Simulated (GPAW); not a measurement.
# V (Im-3m) in GPAW: notebook

One crystal, V, is run at these levels: PBE, LDA, PBEsol; tasks: single point, relaxation of cell and atoms.

All numbers are computed with GPAW 26.7.0; they aren't measurements. Logs are shortened: lines on timing, memory, paths and dates and some standing lists are left out, and cuts for length are marked. The log counts tension as positive stress, the text compression.

## Step 1: Starting point

The structure is cubic, space group Im-3m (No. 229). Conventional cell: a = 3.029 Å, b = 3.029 Å, c = 3.029 Å, α = 90.00°, β = 90.00°, γ = 90.00°. V (site symmetry m-3m) is surrounded by 8 V at 2.62 Å.

## Step 2: Single point, PBE, collinear spin, ferromagnetic start

Contents of run.py:

```python
from ase.dft.bandgap import bandgap
from ase.io import read, write
from ase.units import GPa
from gpaw import GPAW, PW

atoms = read('POSCAR')
atoms.set_initial_magnetic_moments([2.0])

calc = GPAW(mode=PW(600),
            xc='PBE',
            kpts={'size': (12, 12, 12), 'gamma': True},
            occupations={'name': 'methfessel-paxton', 'order': 0, 'width': 0.011},
            nbands=15,
            convergence={'density': 1e-05, 'energy': 1e-05},
            maxiter=150,
            txt='gpaw.txt')
atoms.calc = calc
energy = atoms.get_potential_energy()
forces = atoms.get_forces()
stress = atoms.get_stress()
calc.write('gs.gpw')
write('result.traj', atoms)
print(f'Energy: {energy:.6f} eV')
print('Forces (eV/A):')
print(forces.round(4))
print('Stress (GPa):', (stress / GPa).round(3))
print('Moments:', calc.get_magnetic_moments().round(3))
print('Fermi level:', round(calc.get_fermi_level(), 4), 'eV')
print(f'Gap: {bandgap(calc)[0]:.4f} eV, direct: {bandgap(calc, direct=True)[0]:.4f} eV')
```

Contents of POSCAR:

```
V
1.0
   -1.5143500000      1.5143500000      1.5143500000
    1.5143500000     -1.5143500000      1.5143500000
    1.5143500000      1.5143500000     -1.5143500000
V
1
Direct
    0.0000000000      0.0000000000      0.0000000000
```

Potentials or basis: GPAW PAW data sets (gpaw-data 1.2.1), pw.

On the command line:

```
OMP_NUM_THREADS=1 python run.py
```

gpaw.txt:

```text
__  _  _
 | _ |_)|_||  |
 |__||  | ||/\| - 26.7.0

Input parameters:
  mode=PW(ecut=600.0),
  convergence={'density': 1e-05, 'energy': 1e-05},
  kpts=MonkhorstPack(size=(12, 12, 12), gamma=True),
  maxiter=150,
  nbands=15,
  occupations=Occupations(name='methfessel-paxton', order=0, width=0.011),
  xc=XC(name='PBE')

Diagonalizing LCAO Hamiltonian
Converting LCAO to pw mode

       V

Atoms  # Å, Bohr magnetons
|   | symbol |        x |        y |        z |    initial magnetic moments |
|---|--------|----------|----------|----------|-----------------------------|
| 0 |      V | 0.000000 | 0.000000 | 0.000000 | ( 0.0000,  0.0000,  2.0000) |

Unit cell  # Å
| periodic |         x |         y |         z |  lengths |     angles |
|----------|-----------|-----------|-----------|----------|------------|
|      yes | -1.514350 |  1.514350 |  1.514350 | 2.622931 | 109.471221 |
|      yes |  1.514350 | -1.514350 |  1.514350 | 2.622931 | 109.471221 |
|      yes |  1.514350 |  1.514350 | -1.514350 | 2.622931 | 109.471221 |

Number of symmetries: 48
Symmetry operations  # r_c * U_cc + t_c -> r_c
|    | kind |            matrix            |
|----|------|------------------------------|
|  0 |  σ   |  1, 1, 1,  0, 0,-1,  0,-1, 0 |
|  1 |  C4  |  1, 1, 1,  0, 0,-1, -1, 0, 0 |
|  2 |  C2  |  1, 1, 1,  0,-1, 0,  0, 0,-1 |
|  3 |  S6  |  1, 1, 1,  0,-1, 0, -1, 0, 0 |
|  4 |  S6  |  1, 1, 1, -1, 0, 0,  0, 0,-1 |
|  5 |  C4  |  1, 1, 1, -1, 0, 0,  0,-1, 0 |
|  6 |  E   |  1, 0, 0,  0, 1, 0,  0, 0, 1 |
|  7 |  σ   |  1, 0, 0,  0, 1, 0, -1,-1,-1 |
|  8 |  σ   |  1, 0, 0,  0, 0, 1,  0, 1, 0 |
|  9 |  C3  |  1, 0, 0,  0, 0, 1, -1,-1,-1 |
| 10 |  C3  |  1, 0, 0, -1,-1,-1,  0, 1, 0 |
| 11 |  σ   |  1, 0, 0, -1,-1,-1,  0, 0, 1 |
| 12 |  σ   |  0, 1, 0,  1, 0, 0,  0, 0, 1 |
| 13 |  C2  |  0, 1, 0,  1, 0, 0, -1,-1,-1 |
| 14 |  C3  |  0, 1, 0,  0, 0, 1,  1, 0, 0 |
| 15 |  S4  |  0, 1, 0,  0, 0, 1, -1,-1,-1 |
| 16 |  S4  |  0, 1, 0, -1,-1,-1,  1, 0, 0 |
| 17 |  C3  |  0, 1, 0, -1,-1,-1,  0, 0, 1 |
| 18 |  C3  |  0, 0, 1,  1, 0, 0,  0, 1, 0 |
| 19 |  S4  |  0, 0, 1,  1, 0, 0, -1,-1,-1 |
| 20 |  σ   |  0, 0, 1,  0, 1, 0,  1, 0, 0 |
| 21 |  C3  |  0, 0, 1,  0, 1, 0, -1,-1,-1 |
| 22 |  C2  |  0, 0, 1, -1,-1,-1,  1, 0, 0 |
| 23 |  S4  |  0, 0, 1, -1,-1,-1,  0, 1, 0 |
| 24 |  C4  |  0, 0,-1,  1, 1, 1,  0,-1, 0 |
| 25 |  σ   |  0, 0,-1,  1, 1, 1, -1, 0, 0 |
| 26 |  S6  |  0, 0,-1,  0,-1, 0,  1, 1, 1 |
| 27 |  C2  |  0, 0,-1,  0,-1, 0, -1, 0, 0 |
| 28 |  C4  |  0, 0,-1, -1, 0, 0,  1, 1, 1 |
| 29 |  S6  |  0, 0,-1, -1, 0, 0,  0,-1, 0 |
| 30 |  S6  |  0,-1, 0,  1, 1, 1,  0, 0,-1 |
| 31 |  C4  |  0,-1, 0,  1, 1, 1, -1, 0, 0 |
| 32 |  C4  |  0,-1, 0,  0, 0,-1,  1, 1, 1 |
| 33 |  S6  |  0,-1, 0,  0, 0,-1, -1, 0, 0 |
| 34 |  σ   |  0,-1, 0, -1, 0, 0,  1, 1, 1 |
| 35 |  C2  |  0,-1, 0, -1, 0, 0,  0, 0,-1 |
| 36 |  C2  | -1, 0, 0,  1, 1, 1,  0, 0,-1 |
| 37 |  S6  | -1, 0, 0,  1, 1, 1,  0,-1, 0 |
| 38 |  S6  | -1, 0, 0,  0, 0,-1,  1, 1, 1 |
| 39 |  C2  | -1, 0, 0,  0, 0,-1,  0,-1, 0 |
| 40 |  C2  | -1, 0, 0,  0,-1, 0,  1, 1, 1 |
| 41 |  i   | -1, 0, 0,  0,-1, 0,  0, 0,-1 |
| 42 |  S4  | -1,-1,-1,  1, 0, 0,  0, 1, 0 |
| 43 |  C3  | -1,-1,-1,  1, 0, 0,  0, 0, 1 |
| 44 |  C3  | -1,-1,-1,  0, 1, 0,  1, 0, 0 |
| 45 |  σ   | -1,-1,-1,  0, 1, 0,  0, 0, 1 |
| 46 |  S4  | -1,-1,-1,  0, 0, 1,  1, 0, 0 |
| 47 |  C2  | -1,-1,-1,  0, 0, 1,  0, 1, 0 |

BZ-sampling:
  Number of BZ points: 1728
  Number of IBZ points: 72

  Monkhorst-Pack size: [12, 12, 12]
  Monkhorst-Pack shift: [0.041666666666666664, 0.041666666666666664, 0.041666666666666664]

K-points  # in reciprocal-cell coordinates
|     |                                coordinates |     weight |
|-----|--------------------------------------------|------------|
|   0 | ( -0.00000000,  -0.00000000,  -0.00000000) | 0.00057870 |
|   1 | (  0.08333333,  -0.00000000,  -0.00000000) | 0.00694444 |
|   2 | (  0.08333333,   0.08333333,  -0.08333333) | 0.00347222 |
|   3 | (  0.16666667,  -0.00000000,  -0.08333333) | 0.01388889 |
|   4 | (  0.16666667,  -0.00000000,  -0.00000000) | 0.00694444 |
|   5 | (  0.16666667,   0.08333333,  -0.08333333) | 0.01388889 |
|   6 | (  0.16666667,   0.16666667,  -0.16666667) | 0.00347222 |
|   7 | (  0.25000000,  -0.08333333,  -0.08333333) | 0.00462963 |
|   8 | (  0.25000000,  -0.00000000,  -0.08333333) | 0.02777778 |
|   9 | (  0.25000000,  -0.00000000,  -0.00000000) | 0.00694444 |
| ... |                                            |            |
|  71 | (  0.50000000,   0.50000000,   0.50000000) | 0.00057870 |

Plane wave coefficients: 476
Cutoff: 600.0 eV

Spin-components: 2 (collinear spins)
Bands:           15
Projectors:      6
Spin-degeneracy: 1
Datatype:        complex128

Parallelization:
  kpt:    1
  domain: 1
  band:   1

Density:
  Valence electrons: 13.0
  Components: 2
  Grid points: [15 15 15]
  Charge: 0.0  # |e|

Potential:
  Grid points: [15 15 15]

species:
  V:
    name:    Vanadium
    Z:       23.0
    valence: 13
    core:    10
    charge:  0.0  # [|e|]
    compensation charges:
      type: gauss
      rc: 0.37  # [Å]
      lmax: 2
    cutoffs:
      filter: 2.14  # [Å]
      core: 0.96  # [Å]
    projectors
    | kind |    occ | energy [eV] | rcut [Å] |
    |------|--------|-------------|----------|
    |   3s |  2.000 |     -70.222 |    1.254 |
    |   4s |  2.000 |      -4.702 |    1.254 |
    |   3p |  6.000 |     -44.043 |    1.281 |
    |   4p |  0.000 |      -1.444 |    1.281 |
    |   3d |  3.000 |      -5.164 |    1.169 |
    |    d |        |      22.047 |    1.169 |

    Using partial waves for V as LCAO basis

Reference energy: -25820.495562  # eV

eigensolver:
  PPCG
  Converge bands: occupied
  niter=2

density mixing:
  MSR1-Mixer
  Pratt-step length: 0.05
  Maximum mixing coefficient: 0.75
  Old densities: 10
  SVD Regularization: 0.005
  Good broyden scale: 1.0
  Trust region scale: 1.0
  Backstep threshold: 4.0
  History deletion threshold: 6.0
  Fourier metric: weight=20.0, sigma=0.015

occupation numbers:
  Methfessel-Paxton:
    width: 0.0110  # eV
    order: 0

poisson solver:
  ecut: 4800.0  # eV

xc functional:
  name: PBE with 2 nearest neighbor stencil

convergence criteria:
- Maximum integral of absolute [dens]ity change: 1e-05 electrons / valence electron
- Maximum [total energy] change in last 3 cyles: 1e-05 eV / valence electron
- Maximum integral of absolute [eigenst]ate change: 4e-08 eV^2 / valence electron
maximum number of iterations: 150

SCF iterations
|iter     | |      energy | eigst |  dens |  magmom |
|---------|-|-------------|-------|-------|---------|
|iter:   1| |   -8.465141 | +0.28 |       |  +2.0071|
|iter:   2| |   -8.396120 | -2.55 | -0.81 |  +1.9463|
|iter:   3| |   -8.416386 | -1.89 | -0.85 |  +1.1493|
|iter:   4| |   -8.468391 | -3.37 | -1.35 |  +0.8559|
|iter:   5| |   -8.487564 | -3.50 | -1.67 |  +0.5779|
|iter:   6| |   -8.490027 | -4.67 | -2.13 |  +0.4717|
|iter:   7| |   -8.492168 | -4.50 | -2.46 |  +0.3972|
|iter:   8| |   -8.496866 | -4.37 | -2.09 |  +0.2660|
|iter:   9| |   -8.491826 | -4.20 | -2.19 |  +0.4014|
|iter:  10| |   -8.491842 | -4.83 | -2.16 |  +0.4083|
|iter:  11| |   -8.494675 | -4.80 | -2.11 |  +0.3409|
|iter:  12| |   -8.495556 | -3.31 | -2.10 |  -0.0457|
|iter:  13| |   -8.498668 | -3.90 | -2.17 |  -0.0175|
|iter:  14| |   -8.499922 | -4.86 | -2.70 |  +0.1029|
|iter:  15| |   -8.499737 | -4.83 | -2.97 |  +0.1560|
|iter:  16| |   -8.499926 | -5.15 | -2.74 |  +0.1406|
|iter:  17| |   -8.499981 | -5.00 | -2.90 |  +0.0993|
|iter:  18| |   -8.499991c| -5.91 | -3.49 |  +0.1011|
|iter:  19| |   -8.499992c| -6.57 | -3.94 |  +0.1048|
|iter:  20| |   -8.499992c| -7.59c| -4.47 |  +0.1042|
|iter:  21| |   -8.499992c| -8.28c| -5.02c|  +0.1040|

Converged in 21 steps
Energy contributions relative to reference atoms: (reference = -25820.495562)

Energy contributions:
  Kinetic:          -3.520198
  Coulomb:           2.391583
  Zero:              0.144383
  External:          0.000000
  Xc:               -7.515690
  Entropy:          -0.000140
  Spinorbit:         0.000000
  ----------------------------
  Free energy:      -8.500062
  Extrapolated:     -8.499992

dipole moment: (-3.666530, -3.666530, -3.666530)  # |e|*Ang

Total magnetic moment: (0.000000, 0.000000, 0.104041)

Local magnetic moments
|        x |        y |        z |
|----------|----------|----------|
| 0.000000 | 0.000000 | 0.087054 |  # V    0

Fermi level: 9.081
Eigenvalues  # (at kpt = [-0.000, -0.000, -0.000])
| band index |      eig [eV] | occ [0-1] |      eig [eV] | occ [0-1] |
|------------|---------------|-----------|---------------|-----------|
|          0 |       -54.696 |     1.000 |       -54.611 |     1.000 |
|          1 |       -28.062 |     1.000 |       -27.977 |     1.000 |
|          2 |       -28.062 |     1.000 |       -27.977 |     1.000 |
|          3 |       -28.062 |     1.000 |       -27.977 |     1.000 |
|          4 |         2.601 |     1.000 |         2.651 |     1.000 |
|          5 |         9.475 |     0.000 |         9.579 |     0.000 |
|          6 |         9.475 |     0.000 |         9.579 |     0.000 |
|          7 |         9.475 |     0.000 |         9.579 |     0.000 |
|          8 |        11.414 |     0.000 |        11.465 |     0.000 |
|          9 |        11.414 |     0.000 |        11.465 |     0.000 |
|         10 |        29.584 |     0.000 |        29.627 |     0.000 |
|         11 |        29.584 |     0.000 |        29.627 |     0.000 |
|         12 |        29.584 |     0.000 |        29.627 |     0.000 |
|        ... |               |           |               |           |
|         14 |        35.919 |     0.000 |        35.935 |     0.000 |

No gap
No difference between direct/indirect transitions

Forces  # eV/Ang
|       x |       y |       z |
|---------|---------|---------|
| 0.00000 | 0.00000 | 0.00000 |  # V    0

Stress tensor  # eV/Ang^3
|        x |         y |         z |
|----------|-----------|-----------|
| 0.025997 |  0.000000 |  0.000000 |
| 0.000000 |  0.025997 | -0.000000 |
| 0.000000 | -0.000000 |  0.025997 |

# Writing to gs.gpw (mode='')
```

It took 29 s on 1 thread of Intel Xeon Platinum 8488C (Sapphire Rapids), shared host; peak memory 0.15 GiB.

Results:

| Item | Value |
| --- | --- |
| Free energy | -8.5001 eV |
| Pressure | -4.2 GPa |
| Band gap on the k mesh | none (metal or under the smearing width) |
| Net moment | 0.10 μB per cell |
| Site moments | V +0.09 μB |

## Step 3: Relaxation of cell and atoms, PBE, collinear spin, ferromagnetic start

Contents of run.py:

```python
from ase import Atoms
from ase.filters import FrechetCellFilter
from ase.io import write
from ase.optimize import BFGS
from gpaw import GPAW, PW

atoms = Atoms(['V'],
              cell=[[-1.51435, 1.51435, 1.51435],
                    [1.51435, -1.51435, 1.51435],
                    [1.51435, 1.51435, -1.51435]],
              scaled_positions=[[0.0, 0.0, 0.0]],
              pbc=True)
atoms.set_initial_magnetic_moments([2.0])

calc = GPAW(mode=PW(600),
            xc='PBE',
            kpts={'size': (12, 12, 12), 'gamma': True},
            occupations={'name': 'fermi-dirac', 'width': 0.05},
            nbands=15,
            convergence={'density': 1e-05, 'forces': 0.0001},
            maxiter=150,
            txt='gpaw.txt')
atoms.calc = calc
opt = BFGS(FrechetCellFilter(atoms), trajectory='relax.traj', logfile='-')
done = opt.run(fmax=0.02, steps=100)
calc.write('gs.gpw')
write('result.traj', atoms)
print('Converged:', done)
print('Cell:', atoms.cell.cellpar().round(4))
print('Volume:', round(atoms.get_volume(), 4))
print(atoms.get_scaled_positions().round(5))
```

Potentials or basis: GPAW PAW data sets (gpaw-data 1.2.1), pw.

On the command line:

```
OMP_NUM_THREADS=1 python run.py
```

gpaw.txt:

```text
__  _  _
 | _ |_)|_||  |
 |__||  | ||/\| - 26.7.0

Input parameters:
  mode=PW(ecut=600.0),
  convergence={'density': 1e-05, 'forces': 0.0001},
  kpts=MonkhorstPack(size=(12, 12, 12), gamma=True),
  maxiter=150,
  nbands=15,
  occupations=Occupations(name='fermi-dirac', width=0.05),
  xc=XC(name='PBE')

Diagonalizing LCAO Hamiltonian
Converting LCAO to pw mode

       V

Atoms  # Å, Bohr magnetons
|   | symbol |        x |        y |        z |    initial magnetic moments |
|---|--------|----------|----------|----------|-----------------------------|
| 0 |      V | 0.000000 | 0.000000 | 0.000000 | ( 0.0000,  0.0000,  2.0000) |

Unit cell  # Å
| periodic |         x |         y |         z |  lengths |     angles |
|----------|-----------|-----------|-----------|----------|------------|
|      yes | -1.514350 |  1.514350 |  1.514350 | 2.622931 | 109.471221 |
|      yes |  1.514350 | -1.514350 |  1.514350 | 2.622931 | 109.471221 |
|      yes |  1.514350 |  1.514350 | -1.514350 | 2.622931 | 109.471221 |
[... 163 lines left out ...]
SCF iterations
|iter     | |      energy | eigst |  dens |force |  magmom |
|---------|-|-------------|-------|-------|------|---------|
|iter:   1| |   -8.465891 | +0.28 |       |      |  +2.0071|
|iter:   2| |   -8.396941 | -2.55 | -0.81 |      |  +1.9470|
|iter:   3| |   -8.409273 | -1.95 | -0.85 |      |  +1.1869|
|iter:   4| |   -8.470808 | -3.47 | -1.33 |      |  +0.8441|
|iter:   5| |   -8.490071 | -3.48 | -1.62 |      |  +0.5144|
|iter:   6| |   -8.493952 | -4.51 | -2.09 |      |  +0.3821|
|iter:   7| |   -8.499592 | -3.43 | -2.24 |      |  +0.1064|
|iter:   8| |   -8.499913c| -4.58 | -2.79 |      |  +0.0918|
|iter:   9| |   -8.500127c| -4.15 | -3.01 |      |  +0.0352|
|iter:  10| |   -8.500144c| -5.52 | -3.36 |      |  +0.0141|
|iter:  11| |   -8.500147c| -6.13 | -3.79 |      |  +0.0039|
|iter:  12| |   -8.500147c| -7.01 | -4.31 |      |  +0.0005|
|iter:  13| |   -8.500147c| -7.58c| -5.01c|      |  -0.0003|
|iter:  14| |   -8.500147c| -8.05c| -5.38c|-24.08c|  -0.0001|

Converged in 14 steps
Energy contributions relative to reference atoms: (reference = -25820.495562)

Energy contributions:
  Kinetic:          -3.576638
  Coulomb:           2.470901
  Zero:              0.144636
  External:          0.000000
  Xc:               -7.530151
  Entropy:          -0.017792
  Spinorbit:         0.000000
  ----------------------------
  Free energy:      -8.509043
  Extrapolated:     -8.500147
[... 30 lines left out ...]
No gap
No difference between direct/indirect transitions

[... 196 lines left out ...]
|iter:   4| |   -8.504174c| -6.71 | -3.22 |      |  -0.0001|
|iter:   5| |   -8.504229c| -6.39 | -3.43 |      |  -0.0001|
|iter:   6| |   -8.504230c| -8.00c| -4.34 |      |  -0.0000|
|iter:   7| |   -8.504230c| -8.63c| -4.61 |      |  -0.0000|
|iter:   8| |   -8.504230c|-10.42c| -5.93c|      |  -0.0000|
|iter:   9| |   -8.504230c|-10.46c| -6.13c|-25.61c|  -0.0000|

Converged in 9 steps
Energy contributions relative to reference atoms: (reference = -25820.495562)

Energy contributions:
  Kinetic:          -2.869627
  Coulomb:           1.956923
  Zero:              0.145819
  External:          0.000000
  Xc:               -7.728490
  Entropy:          -0.017710
  Spinorbit:         0.000000
  ----------------------------
  Free energy:      -8.513085
  Extrapolated:     -8.504230
[... 30 lines left out ...]
No gap
No difference between direct/indirect transitions

Stress tensor  # eV/Ang^3
|        x |        y |        z |
|----------|----------|----------|
| 0.009917 | 0.000000 | 0.000000 |
| 0.000000 | 0.009917 | 0.000000 |
| 0.000000 | 0.000000 | 0.009917 |

Forces  # eV/Ang
|        x |        y |        z |
|----------|----------|----------|
| -0.00000 | -0.00000 | -0.00000 |  # V    0

Interpolating wave functions to new cell

       V

Atoms  # Å, Bohr magnetons
|   | symbol |         x |         y |        z |    initial magnetic moments |
|---|--------|-----------|-----------|----------|-----------------------------|
| 0 |      V | -0.000000 | -0.000000 | 0.000000 | ( 0.0000,  0.0000, -0.0000) |

Unit cell  # Å
| periodic |         x |         y |         z |  lengths |     angles |
|----------|-----------|-----------|-----------|----------|------------|
|      yes | -1.501729 |  1.501729 |  1.501729 | 2.601071 | 109.471221 |
|      yes |  1.501729 | -1.501729 |  1.501729 | 2.601071 | 109.471221 |
|      yes |  1.501729 |  1.501729 | -1.501729 | 2.601071 | 109.471221 |
[... 163 lines left out ...]
SCF iterations
|iter     | |      energy | eigst |  dens |force |  magmom |
|---------|-|-------------|-------|-------|------|---------|
|iter:   1| |   -8.505957 | -2.20 |       |      |  -0.0000|
|iter:   2| |   -8.505650 | -5.17 | -2.45 |      |  -0.0000|
|iter:   3| |   -8.504784c| -4.74 | -2.51 |      |  -0.0000|
|iter:   4| |   -8.504811c| -7.20 | -3.47 |      |  -0.0000|
|iter:   5| |   -8.504827c| -6.88 | -3.67 |      |  -0.0000|
|iter:   6| |   -8.504828c| -7.80c| -4.58 |      |  -0.0000|
|iter:   7| |   -8.504828c| -7.59c| -4.86 |      |  -0.0000|
|iter:   8| |   -8.504828c| -8.91c| -6.20c|      |  -0.0000|
|iter:   9| |   -8.504828c| -9.29c| -6.38c|-25.89c|  -0.0000|

Converged in 9 steps
Energy contributions relative to reference atoms: (reference = -25820.495562)

Energy contributions:
  Kinetic:          -2.456960
  Coulomb:           1.658522
  Zero:              0.146486
  External:          0.000000
  Xc:               -7.844028
  Entropy:          -0.017696
  Spinorbit:         0.000000
  ----------------------------
  Free energy:      -8.513676
  Extrapolated:     -8.504828
[... 30 lines left out ...]
No gap
No difference between direct/indirect transitions

Stress tensor  # eV/Ang^3
|         x |         y |         z |
|-----------|-----------|-----------|
| -0.000218 |  0.000000 |  0.000000 |
|  0.000000 | -0.000218 | -0.000000 |
|  0.000000 | -0.000000 | -0.000218 |

Forces  # eV/Ang
|       x |        y |       z |
|---------|----------|---------|
| 0.00000 | -0.00000 | 0.00000 |  # V    0

# Writing to gs.gpw (mode='')
```

It took 40 s on 1 thread of Intel Xeon Platinum 8488C (Sapphire Rapids), shared host; peak memory 0.19 GiB.

What came out:

```yaml
Free_energy: -8.5137 eV
Relaxed_volume: 13.55 Å³/atom
Relaxed_cell: a = 2.601 Å, b = 2.601 Å, c = 2.601 Å, α = 109.47°, β = 109.47°, γ = 109.47°
Space_group_after_relaxing_to_0.05_Å: Im-3m (No. 229)
Energy_gained_by_relaxing: 4.7 meV/atom
Ionic_steps: 3
Pressure_after_relaxing: 0.0 GPa
Band_gap_on_the_k_mesh: none (metal or under the smearing width)
Net_moment: 0.00 μB per cell
```

The path:
```tsv
step	energy change (eV)	largest force (eV/Å)	pressure (GPa)	volume (Å³)
1	0.0000	0.0000	-4.30	13.89
2	-0.0041	0.0000	-1.59	13.67
3	-0.0047	0.0000	0.03	13.55
```

Final structure:
```
V
1.0
    -1.50173    1.50173    1.50173
     1.50173   -1.50173    1.50173
     1.50173    1.50173   -1.50173
V
1
Direct
  0.00000 0.00000 0.00000
```

Caveat: each step starts from the last one's moments, so a moment once lost doesn't come back; later steps reuse the first step's grids.

(Continued in part 2 of 2.)
